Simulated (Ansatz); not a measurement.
## CaSe (Fm-3m) under strain

CaSe (started from an entry of an open crystallographic database), relaxed with r2SCAN in Ansatz. Space group Fm-3m (No. 225), cubic; conventional cell a = 5.935 Å, 26.13 Å³ an atom. Around Ca lie 6 Se at 2.97 Å; around Se lie 6 Ca at 2.97 Å.

The axes x, y and z are those of this cell:
```
Ca Se
1.0
     0.00000    2.96753    2.96753
     2.96753    0.00000    2.96753
     2.96753    2.96753    0.00000
Ca Se
1 1
Direct
  0.00000 0.00000 0.00000
  0.50000 0.50000 0.50000
```

Unstrained: The PBE gap is indirect, 2.057 eV (Γ to X), below the direct gap of 2.980 eV at X. With r2SCAN the valence top lies at Γ and the conduction bottom at X, 2.517 eV higher; the smallest vertical gap, at X, is 3.458 eV. HSE06 gives an indirect gap of 2.999 eV, from Γ to X; the least direct gap is 4.032 eV at X. Meshes: PBE 8×8×8, r2SCAN 8×8×8, HSE06 6×6×6. Strains are changes of length per length. After each strain the atoms were relaxed again with r2SCAN within the symmetry that the strain leaves, so tilts or polar shifts that break it weren't tested; points keep the names that they have in the unstrained zone. No spin polarisation and no zero-point or thermal motion.

Changes of the least gap in eV (an overlap counts as a negative gap):

| strain | volume change (%) | space group | PBE | r2SCAN | HSE06 | G0W0@PBE (mesh) | energy rise, r2SCAN (meV/atom) |
| --- | --- | --- | --- | --- | --- | --- | --- |
| uniaxial +4.15 % along x | +4.2 | I4/mmm | +0.085 | +0.084 | +0.083 | +0.11 | 13.8 |
| epitaxial -0.66 % in the xy plane, free normal strain +0.22 % | -1.1 | I4/mmm | -0.028 | -0.028 | -0.030 | -0.04 | 0.9 |
| biaxial +1.14 % in x and y, z held | +2.3 | I4/mmm | +0.045 | +0.045 | +0.049 | +0.06 | 2.8 |
| uniaxial -4.88 % along z | -4.9 | I4/mmm | -0.173 | -0.180 | -0.174 | -0.24 | 27.7 |

Unstrained, G0W0@PBE with 218 empty bands, a screening cutoff of 150 eV and a 4×4×4 mesh gives 3.70 eV on its mesh; the band count follows the volume. No extrapolation in bands, cutoff or mesh was made for G0W0.

Uniaxial +4.15 % along x, other directions held. HSE06: the gap goes from 2.999 to 3.082 eV (+0.083 eV). Stress change with r2SCAN, compression positive: xx -3.72, yy -0.78, zz -0.78 GPa.

Epitaxial -0.66 % in the xy plane, free normal strain +0.22 %. HSE06: the gap goes from 2.999 to 2.969 eV (-0.030 eV). Stress change with r2SCAN, compression positive: xx +0.89, yy +0.89, zz +0.01 GPa.

Biaxial +1.14 % in x and y, z held. HSE06: the gap goes from 2.999 to 3.048 eV (+0.049 eV). Stress change with r2SCAN, compression positive: xx -1.44, yy -1.44, zz -0.45 GPa.

Uniaxial -4.88 % along z, other directions held. HSE06: the gap goes from 2.999 to 2.825 eV (-0.174 eV); the X points, equivalent before, split by 47 meV, and the conduction bottom lies at those like (1/2, 1/2, 0); with r2SCAN the top three valence levels at Γ, degenerate before, become 1+2 from the top over 46 meV. Stress change with r2SCAN, compression positive: xx +1.03, yy +1.03, zz +7.72 GPa.

Spin-orbit coupling is left out.

The meshes of the hybrids are coarse, so their gaps aren't converged to the digits shown.

The splittings at Γ are without spin-orbit coupling, which regroups them where it is of like size or larger.
